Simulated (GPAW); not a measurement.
# GaAs (F-43m) in GPAW: dielectric tensor with PBE

Aim: the dielectric tensor of GaAs with PBE.

All numbers are computed with GPAW 26.7.0; they aren't measurements. Logs are shortened: lines on timing, memory, paths and dates and some standing lists are left out, and cuts for length are marked. The log counts tension as positive stress, the text compression.

**The experiment to reproduce.**

From a printed reference work, textbook, for a bulk crystal of GaAs at 300 K: high-frequency dielectric constant 10.89.

The results are compared with them further down.

### 1 The structure

Symmetry: F-43m, No. 216, cubic system. Conventional cell: a = 5.654 Å, b = 5.654 Å, c = 5.654 Å, α = 90.00°, β = 90.00°, γ = 90.00°. As (site symmetry -43m) has 4 Ga at 2.45 Å as nearest neighbours. Ga (site symmetry -43m) has 4 As at 2.45 Å as nearest neighbours.

### 2 Dielectric tensor, PBE

File run.py:

```python
import numpy as np
from ase import Atoms
from ase.dft.bandgap import bandgap
from ase.io import write
from gpaw import GPAW, PW
from gpaw.response.df import DielectricFunction

atoms = Atoms(['As', 'Ga'],
              cell=[[0.0, 2.82685, 2.82685],
                    [2.82685, 0.0, 2.82685],
                    [2.82685, 2.82685, 0.0]],
              scaled_positions=[[0.75, 0.75, 0.75],
                                [0.0, 0.0, 0.0]],
              pbc=True)

calc = GPAW(mode=PW(450),
            xc='PBE',
            kpts={'size': (7, 7, 7), 'gamma': True},
            occupations={'name': 'fermi-dirac', 'width': 0.001},
            nbands=11,
            convergence={'density': 1e-06},
            maxiter=150,
            txt='gpaw.txt')
atoms.calc = calc
energy = atoms.get_potential_energy()
calc.write('gs.gpw')
write('result.traj', atoms)
print(f'Energy: {energy:.6f} eV')
print('Fermi level:', round(calc.get_fermi_level(), 4), 'eV')
print(f'Gap: {bandgap(calc)[0]:.4f} eV, direct: {bandgap(calc, direct=True)[0]:.4f} eV')

for size in [(15, 15, 15), (21, 21, 21)]:
    name = 'x'.join(str(n) for n in size)
    dense = calc.fixed_density(kpts={'size': size, 'gamma': True},
                               nbands=30, convergence={'bands': 24, 'eigenstates': 1e-7},
                               update_fermi_level=True, txt=f'dense-{name}.txt')
    dense.write(f'{name}.gpw', mode='all')
    df = DielectricFunction(f'{name}.gpw', frequencies=np.array([0.0]), hilbert=False, eta=0.001,
                            ecut=80, nbands=24, intraband=False, txt=f'df-{name}.txt')
    for xc in ['RPA', 'LR0.1', 'LR0.3']:
        for direction in ['x', 'y', 'z', [0, 1, 1], [1, 0, 1], [1, 1, 0]]:
            e0, e = df.get_macroscopic_dielectric_constant(xc=xc, direction=direction)
            print(f'{name} {xc} {direction}: {e0:.4f} without, {e:.4f} with local fields')
```

Potentials or basis: GPAW PAW data sets (gpaw-data 1.2.1), pw.

Command:

```sh
$ OMP_NUM_THREADS=1 python run.py
```

gpaw.txt:

```text
__  _  _
 | _ |_)|_||  |
 |__||  | ||/\| - 26.7.0

Input parameters:
  mode=PW(ecut=450.00000000000006),
  convergence={'density': 1e-06},
  kpts=MonkhorstPack(size=(7, 7, 7), gamma=True),
  maxiter=150,
  nbands=11,
  occupations=Occupations(name='fermi-dirac', width=0.001),
  xc=XC(name='PBE')

Diagonalizing LCAO Hamiltonian
Converting LCAO to pw mode

                    As

       Ga

Atoms  # Å, Bohr magnetons
|   | symbol |        x |        y |        z |    initial magnetic moments |
|---|--------|----------|----------|----------|-----------------------------|
| 0 |     As | 4.240275 | 4.240275 | 4.240275 | ( 0.0000,  0.0000,  0.0000) |
| 1 |     Ga | 0.000000 | 0.000000 | 0.000000 | ( 0.0000,  0.0000,  0.0000) |

Unit cell  # Å
| periodic |        x |        y |        z |  lengths |    angles |
|----------|----------|----------|----------|----------|-----------|
|      yes | 0.000000 | 2.826850 | 2.826850 | 3.997770 | 60.000000 |
|      yes | 2.826850 | 0.000000 | 2.826850 | 3.997770 | 60.000000 |
|      yes | 2.826850 | 2.826850 | 0.000000 | 3.997770 | 60.000000 |

Number of symmetries: 24
Symmetry operations  # r_c * U_cc + t_c -> r_c
|    | kind |            matrix            |
|----|------|------------------------------|
|  0 |  E   |  1, 0, 0,  0, 1, 0,  0, 0, 1 |
|  1 |  σ   |  1, 0, 0,  0, 0, 1,  0, 1, 0 |
|  2 |  σ   |  1, 0,-1,  0, 1,-1,  0, 0,-1 |
|  3 |  C3  |  1, 0,-1,  0, 0,-1,  0, 1,-1 |
|  4 |  C3  |  1,-1, 0,  0,-1, 1,  0,-1, 0 |
|  5 |  σ   |  1,-1, 0,  0,-1, 0,  0,-1, 1 |
|  6 |  σ   |  0, 1, 0,  1, 0, 0,  0, 0, 1 |
|  7 |  C3  |  0, 1, 0,  0, 0, 1,  1, 0, 0 |
|  8 |  C2  |  0, 1,-1,  1, 0,-1,  0, 0,-1 |
|  9 |  S4  |  0, 1,-1,  0, 0,-1,  1, 0,-1 |
| 10 |  C3  |  0, 0, 1,  1, 0, 0,  0, 1, 0 |
| 11 |  σ   |  0, 0, 1,  0, 1, 0,  1, 0, 0 |
| 12 |  S4  |  0, 0,-1,  1, 0,-1,  0, 1,-1 |
| 13 |  C3  |  0, 0,-1,  0, 1,-1,  1, 0,-1 |
| 14 |  S4  |  0,-1, 1,  1,-1, 0,  0,-1, 0 |
| 15 |  C2  |  0,-1, 1,  0,-1, 0,  1,-1, 0 |
| 16 |  C3  |  0,-1, 0,  1,-1, 0,  0,-1, 1 |
| 17 |  S4  |  0,-1, 0,  0,-1, 1,  1,-1, 0 |
| 18 |  S4  | -1, 1, 0, -1, 0, 1, -1, 0, 0 |
| 19 |  C3  | -1, 1, 0, -1, 0, 0, -1, 0, 1 |
| 20 |  C3  | -1, 0, 1, -1, 1, 0, -1, 0, 0 |
| 21 |  S4  | -1, 0, 1, -1, 0, 0, -1, 1, 0 |
| 22 |  σ   | -1, 0, 0, -1, 1, 0, -1, 0, 1 |
| 23 |  C2  | -1, 0, 0, -1, 0, 1, -1, 1, 0 |

BZ-sampling:
  Number of BZ points: 343
  Number of IBZ points: 20

  Monkhorst-Pack size: [7, 7, 7]
  Monkhorst-Pack shift: [0, 0, 0]

K-points  # in reciprocal-cell coordinates
|     |                                coordinates |     weight |
|-----|--------------------------------------------|------------|
|   0 | (  0.00000000,   0.00000000,   0.00000000) | 0.00291545 |
|   1 | (  0.14285714,   0.14285714,   0.00000000) | 0.01749271 |
|   2 | (  0.14285714,   0.14285714,   0.14285714) | 0.02332362 |
|   3 | (  0.28571429,   0.14285714,   0.14285714) | 0.03498542 |
|   4 | (  0.28571429,   0.28571429,   0.00000000) | 0.01749271 |
|   5 | (  0.28571429,   0.28571429,   0.14285714) | 0.06997085 |
|   6 | (  0.28571429,   0.28571429,   0.28571429) | 0.02332362 |
|   7 | (  0.42857143,  -0.28571429,  -0.28571429) | 0.03498542 |
|   8 | (  0.42857143,   0.28571429,  -0.42857143) | 0.13994169 |
|   9 | (  0.42857143,   0.28571429,  -0.28571429) | 0.06997085 |
| ... |                                            |            |
|  19 | (  0.42857143,   0.42857143,   0.42857143) | 0.02332362 |

Plane wave coefficients: 990
Cutoff: 450.00000000000006 eV

Spin-components: 1 (collinear spins)
Bands:           11
Projectors:      10
Spin-degeneracy: 2
Datatype:        complex128

Parallelization:
  kpt:    1
  domain: 1
  band:   1

Density:
  Valence electrons: 8.0
  Components: 1
  Grid points: [20 20 20]
  Charge: 0.0  # |e|

Potential:
  Grid points: [20 20 20]

species:
  As:
    name:    Arsenic
    Z:       33.0
    valence: 5
    core:    28
    charge:  0.0  # [|e|]
    compensation charges:
      type: gauss
      rc: 0.33  # [Å]
      lmax: 2
    cutoffs:
      filter: 1.87  # [Å]
      core: 2.96  # [Å]
    projectors
    | kind |    occ | energy [eV] | rcut [Å] |
    |------|--------|-------------|----------|
    |   4s |  2.000 |     -14.487 |    1.058 |
    |   4p |  3.000 |      -5.196 |    1.058 |
    |    s |        |      12.725 |    1.058 |
    |    p |        |      22.016 |    1.058 |
    |    d |        |       0.000 |    1.058 |

    Using partial waves for As as LCAO basis

  Ga:
    name:    Gallium
    Z:       31.0
    valence: 3
    core:    28
    charge:  0.0  # [|e|]
    compensation charges:
      type: gauss
      rc: 0.37  # [Å]
      lmax: 2
    cutoffs:
      filter: 2.06  # [Å]
      core: 4.17  # [Å]
    projectors
    | kind |    occ | energy [eV] | rcut [Å] |
    |------|--------|-------------|----------|
    |   4s |  2.000 |      -8.945 |    1.164 |
    |   4p |  1.000 |      -2.580 |    1.164 |
    |    s |        |      18.266 |    1.164 |
    |    p |        |      24.631 |    1.164 |
    |    d |        |       0.000 |    1.164 |

    Using partial waves for Ga as LCAO basis

Reference energy: -114387.645129  # eV

eigensolver:
  PPCG
  Converge bands: occupied
  niter=2

density mixing:
  MSR1-Mixer
  Pratt-step length: 0.05
  Maximum mixing coefficient: 0.75
  Old densities: 10
  SVD Regularization: 0.005
  Good broyden scale: 1.0
  Trust region scale: 1.0
  Backstep threshold: 4.0
  History deletion threshold: 6.0
  Fourier metric: weight=20.0, sigma=0.015

occupation numbers:
  Fermi-Dirac:
    width: 0.0010  # eV

poisson solver:
  ecut: 3600.0000000000005  # eV

xc functional:
  name: PBE with 2 nearest neighbor stencil

convergence criteria:
- Maximum integral of absolute [dens]ity change: 1e-06 electrons / valence electron
- Maximum [total energy] change in last 3 cyles: 0.0005 eV / valence electron
- Maximum integral of absolute [eigenst]ate change: 4e-08 eV^2 / valence electron
maximum number of iterations: 150

SCF iterations
|iter     | |      energy | eigst |  dens |
|---------|-|-------------|-------|-------|
|iter:   1| |   -8.311572 | -0.66 |       |
|iter:   2| |   -8.294091 | -3.04 | -0.89 |
|iter:   3| |   -8.220699 | -2.22 | -0.92 |
|iter:   4| |   -8.222482 | -3.80 | -1.52 |
|iter:   5| |   -8.222735c| -4.71 | -2.05 |
|iter:   6| |   -8.222752c| -6.04 | -2.81 |
|iter:   7| |   -8.222752c| -7.49c| -3.55 |
|iter:   8| |   -8.222753c| -8.55c| -4.10 |
|iter:   9| |   -8.222753c| -9.28c| -5.41 |
|iter:  10| |   -8.222753c| -9.79c| -5.84 |
|iter:  11| |   -8.222753c|-10.88c| -7.02c|

Converged in 11 steps
Energy contributions relative to reference atoms: (reference = -114387.645129)

Energy contributions:
  Kinetic:          26.954146
  Coulomb:         -23.831643
  Zero:              0.019094
  External:          0.000000
  Xc:              -11.364349
  Entropy:          -0.000000
  Spinorbit:         0.000000
  ----------------------------
  Free energy:      -8.222753
  Extrapolated:     -8.222753

dipole moment: (-10.949617, -10.949617, -10.949617)  # |e|*Ang

Fermi level: 4.952
Eigenvalues  # (at kpt = [0.000, 0.000, 0.000])
| band index |      eig [eV] | occ [0-2] |
|------------|---------------|-----------|
|          0 |        -7.773 |     2.000 |
|          1 |         4.924 |     2.000 |
|          2 |         4.924 |     2.000 |
|          3 |         4.924 |     2.000 |
|          4 |         5.510 |     0.000 |
|          5 |         8.695 |     0.000 |
|          6 |         8.695 |     0.000 |
|          7 |         8.695 |     0.000 |
|          8 |        12.579 |     0.000 |
|          9 |        15.010 |     0.000 |
|         10 |        15.010 |     0.000 |

Gap: 0.586 eV
Transition (v -> c):
  (s=0, k=0, n=3, [0.00, 0.00, 0.00]) -> (s=0, k=0, n=4, [0.00, 0.00, 0.00])
No difference between direct/indirect transitions
# Writing to gs.gpw (mode='')
```

Wall time 2.4 min (1 thread of Intel Xeon Platinum 8259CL at 2.50GHz (Skylake/Cascade Lake), shared host); peak memory 0.52 GiB.

What came out:

```yaml
Free_energy: -8.2228 eV
Band_gap_on_the_k_mesh: 0.59 eV, direct
Electronic_dielectric_tensor_diagonal: 12.56
```

Electronic dielectric tensor:
```
12.56  0.00  0.00
 0.00 12.56  0.00
 0.00  0.00 12.56
```

Caveat: the dielectric constant isn't converged in the k mesh; the gap is small at this level, which inflates the dielectric constant; the long-wavelength limit can be off by a per cent or two; an odd mesh through Γ misses points on the zone boundary, where band edges often lie.

### 3 How close it comes

Step 2. The gap isn't set beside the deposited one, since this odd mesh misses points on the zone boundary. A measured high-frequency dielectric constant of GaAs is 10.89 (300 K; a printed reference work, textbook); the calculated 12.56 misses it by +15.3 %.
